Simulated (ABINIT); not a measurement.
# PtS2 (P-3m1) in ABINIT: further runs

Aim: see how the results for PtS2 move with the level of theory and the settings. Levels: PBEsol, PBE, HSE06. Tasks: single point.

Everything below comes from runs of ABINIT 10.8.3 (patched build). Logs are shortened: lines on timing, memory, paths and dates and some standing lists are left out, and cuts for length are marked. The log counts tension as positive stress, the text compression.

**1. The structure**

The structure is trigonal, space group P-3m1 (No. 164). The conventional cell has a = 3.543 Å, b = 3.543 Å, c = 5.039 Å, α = 90.00°, β = 90.00°, γ = 120.00°. Pt (site symmetry -3m) has 6 S at 2.34 Å as nearest neighbours. S (site symmetry 3m) is surrounded by 3 Pt at 2.34 Å.

**2. Single point, PBEsol**

Input file run.abi:

```
pp_dirpath "./"
pseudos "Pt.upf, S.upf"

acell 3*1.0
rprim
     6.6956776048     0.0000000000     0.0000000000
    -3.3478388024     5.7986269013     0.0000000000
     0.0000000000     0.0000000000     9.5219519968
ntypat 2
znucl 78 16
natom 3
typat 1 2 2
xcart
     0.0000000000     0.0000000000     0.0000000000
     1.7716000002     1.0228337368     3.8949924000
    -0.0000000002     2.0456674739     1.1438076000 Angstrom

ecut 42.0

kptopt 1
ngkpt 9 9 5
nshiftk 1
shiftk 0.0 0.0 0.0

ixc -116133

nband 19
occopt 3
tsmear 0.05 eV

nstep 100
tolvrs 1.0e-10

iomode 3
prtwf 0
prteig 0
prtebands 0
enunit 1
prtden 1
prtvha 1
prtvclmb 1
prtpot 1
prtelf 1
```

Potentials or basis: PseudoDojo NC SR PBEsol v0.4.1 standard.

Command:

```
$ abinit run.abi > log 2>&1
```

run.abo:

```text
.Version 10.8.3 of ABINIT
 Symmetries : space group P-3 m 1 (#164); Bravais hP (primitive hexag.)
================================================================================
 Values of the parameters that define the memory need of the present run
     intxc =       0    ionmov =       0      iscf =       7    lmnmax =       8
     lnmax =       8     mgfft =      60  mpssoang =       4    mqgrid =    3001
     natom =       3  nloc_mem =       1    nspden =       1   nspinor =       1
    nsppol =       1      nsym =      12    n1xccc =    2501    ntypat =       2
    occopt =       3   xclevel =       2
       mpw =        4823          nfft =       96000          nkpt =          50
================================================================================
================================================================================

--------------------------------------------------------------------------------
------------- Echo of variables that govern the present computation ------------
--------------------------------------------------------------------------------
 -outvars: echo values of preprocessed input variables --------
            acell      1.0000000000E+00  1.0000000000E+00  1.0000000000E+00 Bohr
              amu      1.95080000E+02  3.20660000E+01
             ecut      4.20000000E+01 Hartree
           enunit           1
              ixc     -116133
         kptrlatt        9    0    0      0    9    0      0    0    5
          kptrlen      4.76097600E+01
            natom           3
            nband          19
            ngfft          40      40      60
             nkpt          50
            nstep         100
             nsym          12
           ntypat           2
           occopt           3
        prtebands           0
           prteig           0
           prtelf           1
           prtpot           1
         prtvclmb           1
           prtvha           1
            prtwf           0
            rprim      6.6956776048E+00  0.0000000000E+00  0.0000000000E+00
                      -3.3478388024E+00  5.7986269013E+00  0.0000000000E+00
                       0.0000000000E+00  0.0000000000E+00  9.5219519968E+00
          spgroup         164
           tolvrs      1.00000000E-10
           tsmear      1.83746611E-03 Hartree
            typat      1  2  2
           xangst      0.0000000000E+00  0.0000000000E+00  0.0000000000E+00
                       1.7715999988E+00  1.0228337362E+00  3.8949923983E+00
                      -6.5562370303E-17  2.0456674724E+00  1.1438075983E+00
            xcart      0.0000000000E+00  0.0000000000E+00  0.0000000000E+00
                       3.3478388024E+00  1.9328756338E+00  7.3604688953E+00
                      -1.2389492404E-16  3.8657512675E+00  2.1614831015E+00
             xred      0.0000000000E+00  0.0000000000E+00  0.0000000000E+00
                       6.6666666667E-01  3.3333333333E-01  7.7300000018E-01
                       3.3333333333E-01  6.6666666667E-01  2.2699999982E-01
            znucl       78.00000   16.00000

================================================================================

 chkinp: Checking input parameters for consistency.

================================================================================
== DATASET  1 ==================================================================

--- !DatasetInfo
iteration_state: {dtset: 1, }
dimensions: {natom: 3, nkpt: 50, mband: 19, nsppol: 1, nspinor: 1, nspden: 1, mpw: 4823, }
cutoff_energies: {ecut:  42.0, pawecutdg:  -1.0, }
electrons: {nelect:   3.00000000E+01, charge:   0.00000000E+00, occopt:   3.00000000E+00, tsmear:   1.83746611E-03, }
meta: {optdriver: 0, ionmov: 0, optcell: 0, iscf: 7, paral_kgb: 0, }
...

 Real(R)+Recip(G) space primitive vectors, cartesian coordinates (Bohr,Bohr^-1):
 R(1)=  6.6956776  0.0000000  0.0000000  G(1)=  0.1493501  0.0862273  0.0000000
 R(2)= -3.3478388  5.7986269  0.0000000  G(2)=  0.0000000  0.1724546  0.0000000
 R(3)=  0.0000000  0.0000000  9.5219520  G(3)=  0.0000000  0.0000000  0.1050205
 Unit cell volume ucvol=  3.6969680E+02 bohr^3
 Angles (23,13,12)=  9.00000000E+01  9.00000000E+01  1.20000000E+02 degrees

 getcut: wavevector=  0.0000  0.0000  0.0000  ngfft=  40  40  60
         ecut(hartree)=     42.000   => boxcut(ratio)=   2.04774

--- Pseudopotential description ------------------------------------------------
- pspini: atom type   1  psp file is ./Pt.upf
12 -116133 3 -1 1358                          pspcod,pspxc,lmax,lloc,mmax
     nproj     2     2     2     2

- pspini: atom type   2  psp file is ./S.upf
12 -116133 2 -1 1146                          pspcod,pspxc,lmax,lloc,mmax
     nproj     2     2     2     0

   1.31929936E+03                                ecore*ucvol(ha*bohr**3)
--------------------------------------------------------------------------------

================================================================================

--- !BeginCycle
iteration_state: {dtset: 1, }
solver: {iscf: 7, nstep: 100, nline: 4, wfoptalg: 0, }
tolerances: {tolvrs: 1.00E-10, }
...

     iter   Etot(hartree)      deltaE(h)  residm     vres2
 ETOT  1  -152.29933248096    -1.523E+02 1.129E-01 1.717E+03
 ETOT  2  -152.12256123669     1.768E-01 2.417E-02 3.987E+03
 ETOT  3  -152.63174083556    -5.092E-01 6.459E-03 2.163E+01
 ETOT  4  -152.63411332425    -2.372E-03 4.152E-03 2.589E+00
 ETOT  5  -152.63433856392    -2.252E-04 1.508E-03 1.292E-01
 ETOT  6  -152.63436124656    -2.268E-05 3.398E-03 5.354E-03
 ETOT  7  -152.63436139323    -1.467E-07 4.947E-04 2.166E-03
 ETOT  8  -152.63436163262    -2.394E-07 1.102E-03 1.203E-04
 ETOT  9  -152.63436164310    -1.048E-08 1.991E-04 5.781E-07
 ETOT 10  -152.63436164312    -2.112E-11 4.384E-04 5.439E-08
 ETOT 11  -152.63436164313    -9.464E-12 7.771E-05 7.804E-11

 At SCF step   11       vres2   =  7.80E-11 < tolvrs=  1.00E-10 =>converged.

 Compute ELF
--------------------------------------------------------------------------------

 Compute kinetic energy density

 Compute gradient of the electron density
 Electron Localization Function (ELF) [min:0;max:1]
)     Maximum=    9.4862E-01  at reduced coord.    0.6750    0.3500    0.6167
)     Minimum=    2.8972E-06  at reduced coord.    0.3250    0.6500    0.2333
   Integrated=    1.3481E+02

--------------------------------------------------------------------------------
 End of ELF section

 Cartesian components of stress tensor (hartree/bohr^3)
  sigma(1 1)= -2.19248772E-04  sigma(3 2)=  0.00000000E+00
  sigma(2 2)= -2.19248772E-04  sigma(3 1)=  0.00000000E+00
  sigma(3 3)= -1.94862337E-04  sigma(2 1)=  0.00000000E+00

--- !ResultsGS
iteration_state: {dtset: 1, }
comment   : Summary of ground state results
lattice_vectors:
- [  6.6956776,   0.0000000,   0.0000000, ]
- [ -3.3478388,   5.7986269,   0.0000000, ]
- [  0.0000000,   0.0000000,   9.5219520, ]
lattice_lengths: [   6.69568,    6.69568,    9.52195, ]
lattice_angles: [ 90.000,  90.000, 120.000, ] # degrees, (23, 13, 12)
lattice_volume:   3.6969680E+02
convergence: {deltae: -9.464E-12, res2:  7.804E-11, residm:  7.771E-05, diffor: null, }
etotal    :  -1.52634362E+02
entropy   :   0.00000000E+00
fermie    :   3.00242073E-01
cartesian_stress_tensor: # hartree/bohr^3
- [ -2.19248772E-04,   0.00000000E+00,   0.00000000E+00, ]
- [  0.00000000E+00,  -2.19248772E-04,   0.00000000E+00, ]
- [  0.00000000E+00,   0.00000000E+00,  -1.94862337E-04, ]
pressure_GPa:   6.2114E+00
xred      :
- [  0.0000E+00,   0.0000E+00,   0.0000E+00, Pt]
- [  6.6667E-01,   3.3333E-01,   7.7300E-01,  S]
- [  3.3333E-01,   6.6667E-01,   2.2700E-01,  S]
cartesian_forces: # hartree/bohr
- [ -2.01073393E-29,   1.93482962E-29,  -0.00000000E+00, ]
- [  2.01073393E-29,  -3.86965924E-30,  -1.82420789E-02, ]
- [  0.00000000E+00,  -1.54786370E-29,   1.82420789E-02, ]
force_length_stats: {min:   2.79045096E-29, max:   1.82420789E-02, mean:   1.21613859E-02, }
...

 Integrated electronic density in atomic spheres:
 ------------------------------------------------
 Atom  Sphere_radius  Integrated_density
    1        2.00000         14.50190903
    2        2.00000          3.91028027
    3        2.00000          3.91028027
================================================================================

 ----iterations are completed or convergence reached----

 Mean square residual over all n,k,spin=   25.857E-08; max=  77.708E-06
 reduced coordinates (array xred) for    3 atoms
       0.000000000000      0.000000000000      0.000000000000
       0.666666666667      0.333333333333      0.773000000184
       0.333333333333      0.666666666667      0.226999999816
 rms dE/dt=  8.1883E-02; max dE/dt=  1.7370E-01; dE/dt below (all hartree)
    1       0.000000000000      0.000000000000      0.000000000000
    2      -0.000000000000      0.000000000000      0.173700199191
    3      -0.000000000000      0.000000000000     -0.173700199191

 cartesian coordinates (angstrom) at end:
    1      0.00000000000000     0.00000000000000     0.00000000000000
    2      1.77159999880500     1.02283373620511     3.89499239830025
    3     -0.00000000000000     2.04566747241022     1.14380759830025

 cartesian forces (hartree/bohr) at end:
    1     -0.00000000000000     0.00000000000000    -0.00000000000000
    2      0.00000000000000    -0.00000000000000    -0.01824207885622
    3      0.00000000000000    -0.00000000000000     0.01824207885622
 frms,max,avg= 8.5993984E-03 1.8242079E-02   0.000E+00  0.000E+00  0.000E+00 h/b

 cartesian forces (eV/Angstrom) at end:
    1     -0.00000000000000     0.00000000000000    -0.00000000000000
    2      0.00000000000000    -0.00000000000000    -0.93804541048924
    3      0.00000000000000    -0.00000000000000     0.93804541048924
 frms,max,avg= 4.4219885E-01 9.3804541E-01   0.000E+00  0.000E+00  0.000E+00 e/A
 length scales=  1.000000000000  1.000000000000  1.000000000000 bohr
              =  0.529177210544  0.529177210544  0.529177210544 angstroms
 Fermi (or HOMO) energy (eV) =   8.17000   Average Vxc (eV)= -11.16526
 Eigenvalues (   eV  ) for nkpt=  50  k points:
 kpt#   1, nband= 19, wtk=  0.00247, kpt=  0.0000  0.0000  0.0000 (reduced coord)
 -91.98310  -46.14421  -46.14421  -45.97043   -7.88798   -4.59019    0.62125    0.62125
   0.74950    3.70156    3.70156    5.90704    6.56258    6.56258    7.57932   10.15096
  10.15096   12.34570   13.29955
 prteigrs : prtvol=0 or 1, do not print more k-points.

--- !EnergyTerms
iteration_state     : {dtset: 1, }
comment             : Components of total free energy in Hartree
kinetic             :  4.49888664785844E+01
hartree             :  4.46560377137294E+01
xc                  : -2.99715968121131E+01
Ewald energy        : -8.93083635036991E+01
psp_core            :  3.56859829294048E+00
local_psp           : -1.37572156188181E+02
non_local_psp       :  1.10042526648246E+01
internal            : -1.52634361353914E+02
'-kT*entropy'       : -2.89217461533562E-07
total_energy        : -1.52634361643131E+02
total_energy_eV     : -4.15339256908000E+03
band_energy         : -1.54044303462799E+01
...

 Cartesian components of stress tensor (hartree/bohr^3)
  sigma(1 1)= -2.19248772E-04  sigma(3 2)=  0.00000000E+00
  sigma(2 2)= -2.19248772E-04  sigma(3 1)=  0.00000000E+00
  sigma(3 3)= -1.94862337E-04  sigma(2 1)=  0.00000000E+00

-Cartesian components of stress tensor (GPa)         [Pressure=  6.2114E+00 GPa]
- sigma(1 1)= -6.45052157E+00  sigma(3 2)=  0.00000000E+00
- sigma(2 2)= -6.45052157E+00  sigma(3 1)=  0.00000000E+00
- sigma(3 3)= -5.73304790E+00  sigma(2 1)=  0.00000000E+00

== END DATASET(S) ==============================================================
================================================================================

 -outvars: echo values of variables after computation  --------
            acell      1.0000000000E+00  1.0000000000E+00  1.0000000000E+00 Bohr
           etotal     -1.5263436164E+02
            fcart     -2.0107339257E-29  1.9348296222E-29 -0.0000000000E+00
                       2.0107339257E-29 -3.8696592443E-30 -1.8242078856E-02
                       0.0000000000E+00 -1.5478636977E-29  1.8242078856E-02
            rprim      6.6956776048E+00  0.0000000000E+00  0.0000000000E+00
                      -3.3478388024E+00  5.7986269013E+00  0.0000000000E+00
                       0.0000000000E+00  0.0000000000E+00  9.5219519968E+00
           strten     -2.1924877183E-04 -2.1924877181E-04 -1.9486233730E-04
                       0.0000000000E+00  0.0000000000E+00  0.0000000000E+00
           xangst      0.0000000000E+00  0.0000000000E+00  0.0000000000E+00
                       1.7715999988E+00  1.0228337362E+00  3.8949923983E+00
                      -6.5562370303E-17  2.0456674724E+00  1.1438075983E+00
             xred      0.0000000000E+00  0.0000000000E+00  0.0000000000E+00
                       6.6666666667E-01  3.3333333333E-01  7.7300000018E-01
                       3.3333333333E-01  6.6666666667E-01  2.2699999982E-01
 Calculation completed.
```

Wall time 2.3 min (1 thread of Intel Xeon 6975P-C (Granite Rapids), shared host); peak memory 0.15 GiB.

What came out:

| Property | Result |
| --- | --- |
| Free energy | -4153.3926 eV |
| Pressure | 6.2 GPa |
| Largest force | 0.938 eV/Å |
| Band gap on the k mesh | 0.95 eV, indirect (least direct gap 0.99 eV) |
| Valence electrons inside the program's atomic spheres | Pt 14.50; S 3.91 |

Forces on the atoms (eV/Å):
```
Pt   0.000  0.000  0.000
S    0.000  0.000 -0.938
S    0.000  0.000  0.938
```

Caveat: spin-orbit coupling is left out, which moves the levels of the heavy elements; an odd mesh through Γ misses points on the zone boundary, where band edges often lie.

(Continued in part 2 of 2.)
